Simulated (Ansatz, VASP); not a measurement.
## HCl in two plane-wave programs

Wanted: the spread between two codes on one cell, functional and k mesh. The cell is taken from a series of runs on this material, whose earlier steps may have relaxed, scaled, displaced or heated it; both programs get it as it stands.

Main program and level: Ansatz 0.2.0; plane waves, with VASP 6.6.1 beside it; single point at PBE with D3(BJ), single point at PBE and single point at RPBE with D3(BJ).

## Step 1: The structure

The cell holds 2 atoms: 1 H and 1 Cl. Its edges and angles: a = 12.000 Å, b = 12.300 Å, c = 12.600 Å, α = 90.0°, β = 90.0°, γ = 90.0°. As first built, before any earlier steps moved the atoms (in the runner's words): one molecule of HCl in a box of 12 x 12.3 x 12.6 A, bonds from typed starting values. Vacuum lies along a, b and c.

Structure file:

```cif
data_structure
_symmetry_space_group_name_H-M 'P 1'
_symmetry_Int_Tables_number 1
_cell_length_a 12.0000
_cell_length_b 12.3000
_cell_length_c 12.6000
_cell_angle_alpha 90.000
_cell_angle_beta 90.000
_cell_angle_gamma 90.000
_cell_volume 1859.76
loop_
_atom_site_label
_atom_site_type_symbol
_atom_site_fract_x
_atom_site_fract_y
_atom_site_fract_z
_atom_site_occupancy
H1 H 0.50279 0.49897 0.44668 1
Cl2 Cl 0.49813 0.50145 0.54883 1
```

## Step 2: VASP: single point, PBE with D3(BJ)

With cell and atoms fixed, the geometry can't cause a difference; cores, projectors, grids and the points listed under the comparison can.

Lines of VASP's logs that name or quote its potential files are left out, and so is its time.

Input file INCAR:

```
SYSTEM = HCl
PREC = Accurate
ENCUT = 400
EDIFF = 1E-06
NELM = 120
ISMEAR = -1
SIGMA = 0.01
LREAL = .FALSE.
ALGO = Normal
GGA = PE
IVDW = 12
NBANDS = 10
LORBIT = 11
LWAVE = .FALSE.
LCHARG = .FALSE.
ISIF = 2
LASPH = .TRUE.
GGA_COMPAT = .FALSE.
EFERMI = MIDGAP
```

Input file POSCAR:

```
HCl
1.0
   12.0000000000      0.0000000000      0.0000000000
    0.0000000000     12.3000000000      0.0000000000
    0.0000000000      0.0000000000     12.6000000000
H Cl
1 1
Direct
    0.5027900000      0.4989700000      0.4466800000
    0.4981300000      0.5014500000      0.5488300000
```

Input file KPOINTS:

```
Automatic mesh
0
Gamma
1 1 1
0 0 0
```

The projector-augmented-wave data sets are H and Cl (PBE family, release 64).

The run is started by

```bash
mpirun -np 8 vasp_gam
```

Numbers of over 12 decimals in the logs are rounded to 6 here.

Log:

```text
[banner, memory and clock lines left out]
running    8 mpi-ranks, on    1 nodes
 distrk:  each k-point on    8 cores,    1 groups
 distr:  one band on    1 cores,    8 groups

 POSCAR found type information on POSCAR H Cl
 POSCAR found :  2 types and       2 ions
|                                                                             |
|           W    W    AA    RRRRR   N    N  II  N    N   GGGG   !!!           |
|           W    W   A  A   R    R  NN   N  II  NN   N  G    G  !!!           |
|           W    W  A    A  R    R  N N  N  II  N N  N  G       !!!           |
|           W WW W  AAAAAA  RRRRR   N  N N  II  N  N N  G  GGG   !            |
|           WW  WW  A    A  R   R   N   NN  II  N   NN  G    G                |
|           W    W  A    A  R    R  N    N  II  N    N   GGGG   !!!           |
|                                                                             |
|     For optimal performance we recommend to set                             |
|       NCORE = 2 up to number-of-cores-per-socket                            |
|     NCORE specifies how many cores store one orbital (NPAR=cpu/NCORE).      |
|     This setting can greatly improve the performance of VASP for DFT.       |
|     The default, NCORE=1 might be grossly inefficient on modern             |
|     multi-core architectures or massively parallel machines. Do your        |
|     Unfortunately you need to use the default for GW and RPA                |
|     calculations (for HF NCORE is supported but not extensively tested      |
|     yet).                                                                   |
|                                                                             |

 LDA part: xc-table for (Slater+PW92), standard interpolation
|                                                                             |
|           W    W    AA    RRRRR   N    N  II  N    N   GGGG   !!!           |
|           W    W   A  A   R    R  NN   N  II  NN   N  G    G  !!!           |
|           W    W  A    A  R    R  N N  N  II  N N  N  G       !!!           |
|           W WW W  AAAAAA  RRRRR   N  N N  II  N  N N  G  GGG   !            |
|           WW  WW  A    A  R   R   N   NN  II  N   NN  G    G                |
|           W    W  A    A  R    R  N    N  II  N    N   GGGG   !!!           |
|                                                                             |
|     The number of bands has been changed from the values supplied in        |
|     The orbitals not found in the WAVECAR file will be initialized with     |
|     random numbers, which is usually adequate. For correlated               |
|     calculations, however, you should redo the groundstate calculation.     |
|     I found NBANDS = 10. Now, NBANDS = 16.                                  |
|                                                                             |

 POSCAR, INCAR and KPOINTS ok, starting setup
 FFT: planning ... GRIDC
 FFT: planning ... GRID_SOFT
 FFT: planning ... GRID
 WAVECAR not read
 entering main loop
       N       E                     dE             d eps       ncg     rms          rms(c)
DAV:   1     0.792948973602E+02    0.79295E+02   -0.11043E+03    32   0.191E+02
DAV:   2     0.243646079274E+02   -0.54930E+02   -0.52472E+02    56   0.376E+01
DAV:   3    -0.461442997918E+01   -0.28979E+02   -0.28829E+02    56   0.417E+01
DAV:   4    -0.628965356891E+01   -0.16752E+01   -0.16749E+01    48   0.121E+01
DAV:   5    -0.630415550877E+01   -0.14502E-01   -0.14502E-01    48   0.135E+00    0.757E+00
DAV:   6    -0.614874954953E+01    0.15541E+00   -0.21228E-01    32   0.138E+00    0.455E+00
DAV:   7    -0.609470734092E+01    0.54042E-01   -0.19801E-01    48   0.131E+00    0.803E-01
DAV:   8    -0.608960764950E+01    0.50997E-02   -0.20623E-02    40   0.485E-01    0.261E-01
DAV:   9    -0.609161386922E+01   -0.20062E-02   -0.97398E-04    48   0.122E-01    0.114E-01
DAV:  10    -0.609361870212E+01   -0.20048E-02   -0.36127E-04    32   0.651E-02    0.457E-02
DAV:  11    -0.609581467109E+01   -0.21960E-02   -0.39751E-04    48   0.620E-02    0.649E-02
DAV:  12    -0.609842245307E+01   -0.26078E-02   -0.57816E-04    48   0.598E-02    0.661E-02
DAV:  13    -0.609863984480E+01   -0.21739E-03   -0.19627E-05    48   0.164E-02    0.250E-02
DAV:  14    -0.609959025559E+01   -0.95041E-03   -0.11078E-04    40   0.283E-02    0.587E-03
DAV:  15    -0.609982892770E+01   -0.23867E-03   -0.13227E-05    48   0.111E-02    0.687E-03
DAV:  16    -0.610002946182E+01   -0.20053E-03   -0.17315E-05    48   0.109E-02    0.301E-03
DAV:  17    -0.610004801005E+01   -0.18548E-04   -0.84250E-07    48   0.331E-03    0.200E-03
DAV:  18    -0.610006861846E+01   -0.20608E-04   -0.43955E-07    48   0.213E-03    0.178E-03
DAV:  19    -0.610008364468E+01   -0.15026E-04   -0.27751E-07    32   0.148E-03    0.994E-04
DAV:  20    -0.610008799911E+01   -0.43544E-05   -0.94352E-08    48   0.851E-04    0.326E-04
DAV:  21    -0.610008995194E+01   -0.19528E-05   -0.23852E-08    40   0.419E-04    0.246E-04
DAV:  22    -0.610009116949E+01   -0.12175E-05   -0.16853E-08    48   0.331E-04    0.152E-04
DAV:  23    -0.610009126041E+01   -0.90915E-07    0.40528E-10    48   0.117E-04
   1 F= -.61089557E+01 E0= -.61089557E+01  d E =0.000000E+00
```

From OUTCAR (step 2):

```text
ion  position               nearest neighbor table
   1  0.503  0.499  0.447-   2 1.29
   2  0.498  0.501  0.549-   1 1.29

  LATTYP: Found a simple orthorhombic cell.
 ALAT       =    12.0000000000
 B/A-ratio  =     1.0250000000
 C/A-ratio  =     1.0500000000

 Subroutine GETGRP returns: Found  1 space group operations
 (whereof  1 operations were pure point group operations)

The static configuration has the point symmetry C_1 .

 Found      1 irreducible k-points:

   k-points           NKPTS =      1   k-points in BZ     NKDIM =      1   number of bands    NBANDS=     16

   dimension x,y,z NGX =    80 NGY =   80 NGZ =   84
   dimension x,y,z NGXF=   160 NGYF=  160 NGZF=  168

   ENCUT  =  400.0 eV  29.40 Ry    5.42 a.u.  19.57 20.06 20.55*2*pi/ulx,y,z

   NELECT =       8.0000    total number of electrons

 k-points in reciprocal lattice and weights: Automatic mesh
   0.00000000  0.00000000  0.00000000       1.000

 average (electrostatic) potential at core
       1 -44.5657       2-101.0254

 E-fermi :  -4.4988

 k-point     1 :       0.0000    0.0000    0.0000
  band No.  band energies     occupation
      1     -21.0730      2.00000
      2     -11.6269      2.00000
      3      -7.9181      2.00000
      4      -7.9181      2.00000
      5      -1.0795      0.00000
      6       0.0745      0.00000
      7       0.7019      0.00000
      8       0.7522      0.00000
      9       0.7801      0.00000
    ...

 Edisp (eV)   -0.00886

  Total      -0.07109    -0.07160    -0.19128    -0.00002    -0.00265     0.00495
  in kB      -0.06124    -0.06169    -0.16479    -0.00001    -0.00228     0.00426
  external pressure =       -0.10 kB  Pullay stress =        0.00 kB

  energy-cutoff  :      400.00
  volume of cell :     1859.76
      direct lattice vectors                 reciprocal lattice vectors
    12.000000000  0.000000000  0.000000000     0.083333333  0.000000000  0.000000000
     0.000000000 12.300000000  0.000000000     0.000000000  0.081300813  0.000000000
     0.000000000  0.000000000 12.600000000     0.000000000  0.000000000  0.079365079

 POSITION                                       TOTAL-FORCE (eV/Angst)
 -----------------------------------------------------------------------------------
      6.03348      6.13733      5.62817        -0.003586      0.001690      0.083500
      5.97756      6.16783      6.91526         0.003586     -0.001690     -0.083500
 -----------------------------------------------------------------------------------
    total drift:                                0.000246      0.000258      0.000042

  FREE ENERGIE OF THE ION-ELECTRON SYSTEM (eV)
  ---------------------------------------------------
  free  energy   TOTEN  =        -6.1089557381 eV

  energy  without entropy=       -6.1089557381  energy(sigma->0) =       -6.10895574

 total charge
# of ion       s       p       d       tot
------------------------------------------
    1        0.545   0.050   0.000   0.594
    2        1.599   3.548   0.000   5.147
--------------------------------------------------
tot          2.143   3.598   0.000   5.741
```

## Step 3: Ansatz: single point, PBE with D3(BJ)

Ansatz runs on its default PAW (the set named soft_2) files.

The same cell, functional, mesh and smearing now go to Ansatz, which takes its cutoff from its data sets.

Input file input.yaml:

```yaml
crystal:
  lattice:
    - [12.0, 0.0, 0.0]
    - [0.0, 12.3, 0.0]
    - [0.0, 0.0, 12.6]
  atoms:
    - { symbol: H, position: [0.50279, 0.49897, 0.44668] }
    - { symbol: Cl, position: [0.49813, 0.50145, 0.54883] }
kpoints:
  mp_grid: { grid: [1, 1, 1] }
hamiltonian:
  xc: pbe
  dispersion: d3bj
scf:
  occupations: { method: fermi_dirac, width: 0.01 }
output:
  forces: true
```

The run is started by

```bash
ansatz run input.yaml --threads 4 --pin off --max-ram 8192MiB --backend cpu --events-out ev --progress --plain --runs-dir out
```

Log:

```text
Engine: ansatz 0.2.0, aarch64-unknown-linux-gnu
Pseudopotentials: kind: paw
Pseudopotential: H, paw, valence charge 1, recommended cutoff 420 eV (normal), H.paw.azcp
Pseudopotential: Cl, paw, valence charge 7, recommended cutoff 420 eV (normal), Cl.paw.azcp
Functional definition: PBE
  parameter kappa = 0.804
  parameter beta = 0.066725
  exchange = pbe_x(kappa = kappa, mu = beta*pi^2/3)
  correlation = pbe_c(beta = beta)
Crystal: 2 atoms, lattice volume = 1859.760 Å³
Basis set: ecut = 420 eV, 36331 PW (Γ), exchange–correlation on 162×180×180 points (8 copies of the dense FFT grid, shifted against one another)
Bands: 8, of which v1, the nominal top of the filled ones, is band 4 counted from 1 (3 counted from 0)
Symmetry: 1 space group operations
Space group: P1 (ITA 1), of the structure as read, at distance tolerance 1.2e-4 Å
k-points: 1
Non-local potential: H, projectors of the file, l = 0: 2, l = 1: 1
Non-local potential: Cl, projectors of the file, l = 0: 2, l = 1: 2, l = 2: 2
PAW form: soft (Blöchl's): semilocal exchange-correlation on the pseudo side does not see the compensation charge
PAW one-centre angular grid: H, 110 points (default); XC on 64 Gauss nodes
PAW one-centre angular grid: Cl, 110 points (default); XC on 64 Gauss nodes
Initial density: superposition of atomic densities (neutral atoms: chi_scale 0, normalization atom), corrected by the library's trained network
Initial wavefunctions: pseudopotential atomic-orbital guess
Functional: x = pbe(κ = 0.804, μ = 0.219515), c = pbe(β = 0.066725)
SCF iter   1: F=—  HF=-1096.235914 eV  |F-HF|=—  |Δ(HF+E_count)|=         —  Δρ=2.74e-4  dr2=2.29e-3  ethr=1.77e-3  ⟨swp⟩=11.0  Hψ=89  notcnv=0
preconditioner: auto → Resta (q_TF=auto, 1.100 Å⁻¹)  ε∞=1.1  [insulator: Δε(μ)=6.737 eV  Ē_g=9.121 eV  σ=0.010 eV  W_gap=1.00  n_scr=32 (ndim 8)  ℏωp=2.1 eV  f_vac=0.936  D(μ)=0.00/eV (n_scr^D=0)  ε∞_Penn≈1.1  vacuum switching on, ρ_ref=6.0e-3 e/Å³]
SCF iter   2: F=—  HF=-1096.237766 eV  |F-HF|=—  |Δ(HF+E_count)|=   1.85e-3  Δρ=1.83e-4  dr2=6.47e-4  ethr=2.86e-5  ⟨swp⟩=5.0  Hψ=29  notcnv=0
SCF iter   3: F=—  HF=-1096.238013 eV  |F-HF|=—  |Δ(HF+E_count)|=   2.47e-4  Δρ=8.76e-5  dr2=8.60e-5  ethr=8.08e-6  ⟨swp⟩=3.0  Hψ=17  notcnv=0
SCF iter   4: F=—  HF=-1096.238778 eV  |F-HF|=—  |Δ(HF+E_count)|=   7.65e-4  Δρ=3.45e-5  dr2=2.05e-5  ethr=1.08e-6  ⟨swp⟩=6.0  Hψ=27  notcnv=0
SCF iter   5: F=—  HF=-1096.238774 eV  |F-HF|=—  |Δ(HF+E_count)|=   4.39e-6  Δρ=1.48e-5  dr2=4.38e-6  ethr=2.56e-7  ⟨swp⟩=4.0  Hψ=26  notcnv=0
SCF iter   6: F=—  HF=-1096.238773 eV  |F-HF|=—  |Δ(HF+E_count)|=   8.12e-7  Δρ=5.62e-6  dr2=5.28e-7  ethr=5.47e-8  ⟨swp⟩=5.0  Hψ=18  notcnv=0
SCF iter   7: F=-1096.238773 eV  HF=-1096.238773 eV  |F-HF|=7.70e-9  |Δ(HF+E_count)|=   1.38e-7  Δρ=8.76e-7  dr2=1.68e-8  ethr=1.25e-9  ⟨swp⟩=5.0  Hψ=27  notcnv=0
SCF 1 converged in 7 iterations: F = -1096.238773 eV  dr2 = 1.68e-8
  greatest PAW one-centre occupation: 0.908 electrons in one spin orbital (limit 2), on the Cl atom at site 1 (counted from 0), in its partial waves of l = 0
SCF converged after 7 iterations
Free energy (F): -1096.238773 eV
Harris-Foulkes:  -1096.238773 eV  (|F-HF|=7.70e-9)
Internal energy: -1096.238773 eV  (E = F + TS)
E sigma→0 (E₀):  -1096.238773 eV
Fermi energy:    -4.489190 eV
--- Per-component energies (eV) ---
  E_band       = -96.951528
  E_kinetic    = 172.810714
  E_local      = -822.904988  (includes V_loc(G=0)·N_el)
  E_nonlocal   = 30.222950
  E_hartree    = 326.138682
  E_xc         = -114.811906
  E_vxc        = -131.831702  (∫ρ·V_xc dr)
  E_paw        = -659.824650  (= ΣΔE_a)
  E_vpaw       = 2.476925  (= ΣTr[D̂ρ^β])
  E_aug_tail   = -0.001059  (compensation charges beyond the density's cutoff)
  E_ewald      = -27.859651
  E_disp       = -0.008865  (pairwise vdW)
  E_smearing   = -0.000000  (= −TS)
  E_closure    = -0.000000  (closes the sum)
  Σ components = -1096.238773   (vs F -1096.238773, Δ=0.00e0)
--- Forces (eV/Å), atoms counted from 1 ---
  atom   1  H      0.00018465    -0.00009318    -0.00258828
  atom   2  Cl    -0.00019105     0.00009703     0.00271992
  max |Σ_I F_I| component: 1.32e-4 eV/Å
```

## Step 4: Differences

Known differences besides the potentials themselves: the cutoff is 420 eV in Ansatz and 400 eV in VASP. Total energies have different zeros and are not compared.

Compared:

| quantity | Ansatz | VASP | difference |
| --- | --- | --- | --- |
| gap on the k mesh (eV) | 6.805 | 6.839 | -0.034 |

Forces (eV/Å; atoms numbered as in POSCAR):

| atom | Ansatz x, y, z | VASP x, y, z |
| --- | --- | --- |
| H1 | 0.000, 0.000, -0.003 | -0.004, 0.002, 0.084 |
| Cl2 | 0.000, 0.000, 0.003 | 0.004, -0.002, -0.084 |

The forces differ by 50 meV/Å r.m.s., where the r.m.s. force is 0.002 eV/Å in Ansatz and 0.048 eV/Å in VASP: the atoms lie near their places of rest in Ansatz, so a percentage would say little (all taken over all components).

## Step 5: VASP: single point, PBE

With cell and atoms fixed, the geometry can't cause a difference; cores, projectors, grids and the points listed under the comparison can.

Edit INCAR of step 2 so:

```diff
@@ -10,3 +10,2 @@
 GGA = PE
-IVDW = 12
 NBANDS = 10
```

POSCAR is that of step 2.

KPOINTS is that of step 2.

The run is started by

```bash
mpirun -np 8 vasp_gam
```

Log:

```text
[banner, memory and clock lines left out]
running    8 mpi-ranks, on    1 nodes
[...]
[... a notice as in an earlier step ...]

 LDA part: xc-table for (Slater+PW92), standard interpolation
 [... a notice as in an earlier step ...]

 POSCAR, INCAR and KPOINTS ok, starting setup
[...]
entering main loop
       N       E                     dE             d eps       ncg     rms          rms(c)
[... 23 cycles as in an earlier step ...]
   1 F= -.61000913E+01 E0= -.61000913E+01  d E =0.000000E+00
```

OUTCAR, selected parts (step 5):

```text
  Total       -0.0708751     -0.0714121     -0.1910331     -0.0000167     -0.0026450      0.0049473
  in kB       -0.0610586     -0.0615213     -0.1645744     -0.0000144     -0.0022786      0.0042621
  external PRESSURE =      -0.0957181 kB  Pullay stress =       0.0000000 kB

 POSITION                                       TOTAL-FORCE (eV/Angst)
 -----------------------------------------------------------------------------------
      6.03348      6.13733      5.62817        -0.003584      0.001689      0.083452
      5.97756      6.16783      6.91526         0.003584     -0.001689     -0.083452
 -----------------------------------------------------------------------------------
    total drift:                                0.000246      0.000258      0.000042

  FREE ENERGIE OF THE ION-ELECTRON SYSTEM (eV)
  ---------------------------------------------------
  free  energy   TOTEN  =        -6.1000912604 eV

  energy  without entropy=       -6.1000912604  energy(sigma->0) =       -6.10009126

[... 2 parts as in an earlier step ...]

[... 1 further part left out ...]
[key lines of the parts left out:]
E-fermi :  -4.4988
```

## Step 6: Ansatz: single point, PBE

The same cell, functional, mesh and smearing now go to Ansatz, which takes its cutoff from its data sets.

The cell is taken from a series of runs on this material, whose earlier steps may have relaxed, scaled, displaced or heated it; both programs get it as it stands.

Edit input.yaml of step 3 so:

```diff
@@ -12,3 +12,2 @@
   xc: pbe
-  dispersion: d3bj
 scf:
```

The run is started by

```bash
ansatz run input.yaml --threads 4 --pin off --max-ram 8192MiB --backend cpu --events-out ev --progress --plain --runs-dir out
```

Log:

```text
[...]
Crystal: 2 atoms, lattice volume = 1859.760 Å³
Basis set: ecut = 420 eV, 36331 PW (Γ), exchange–correlation on 162×180×180 points (8 copies of the dense FFT grid, shifted against one another)
Bands: 8, of which v1, the nominal top of the filled ones, is band 4 counted from 1 (3 counted from 0)
Symmetry: 1 space group operations
[...]
k-points: 1
[...]
SCF iter   1: F=—  HF=-1096.227049 eV  |F-HF|=—  |Δ(HF+E_count)|=         —  Δρ=2.74e-4  dr2=2.29e-3  ethr=1.77e-3  ⟨swp⟩=11.0  Hψ=89  notcnv=0
[...]
SCF iter   7: F=-1096.229908 eV  HF=-1096.229908 eV  |F-HF|=7.70e-9  |Δ(HF+E_count)|=   1.38e-7  Δρ=8.76e-7  dr2=1.68e-8  ethr=1.25e-9  ⟨swp⟩=5.0  Hψ=27  notcnv=0
SCF 1 converged in 7 iterations: F = -1096.229908 eV  dr2 = 1.68e-8
[...]
SCF converged after 7 iterations
Free energy (F): -1096.229908 eV
[...]
Internal energy: -1096.229908 eV  (E = F + TS)
E sigma→0 (E₀):  -1096.229908 eV
Fermi energy:    -4.489190 eV
[...]
--- Forces (eV/Å), atoms counted from 1 ---
  atom   1  H      0.00018670    -0.00009431    -0.00263599
  atom   2  Cl    -0.00019310     0.00009816     0.00276763
  max |Σ_I F_I| component: 1.32e-4 eV/Å
```

## Step 7: Differences

The two programs side by side:

| quantity | Ansatz | VASP | difference |
| --- | --- | --- | --- |
| gap on the k mesh (eV) | 6.805 | 6.839 | -0.034 |

Forces (eV/Å; atoms numbered as in POSCAR):

| atom | Ansatz x, y, z | VASP x, y, z |
| --- | --- | --- |
| H1 | 0.000, 0.000, -0.003 | -0.004, 0.002, 0.083 |
| Cl2 | 0.000, 0.000, 0.003 | 0.004, -0.002, -0.083 |

The forces differ by 50 meV/Å r.m.s., where the r.m.s. force is 0.002 eV/Å in Ansatz and 0.048 eV/Å in VASP: the atoms lie near their places of rest in Ansatz, so a percentage would say little (all taken over all components).

(Continued in part 2 of 2.)

[Lines on the potential files, build, host, timing and source positions are cut from VASP's logs without a mark.]

[Logs are printed without paths, hosts, clocks, repeated set-up lines and the standing remarks that a program may print on its own settings, such as how far it seeks lower states.]

[Hosts, paths, dates, database ids (printed as entryN), source tags and the programs' standing remarks are cut or masked in the printed files.]
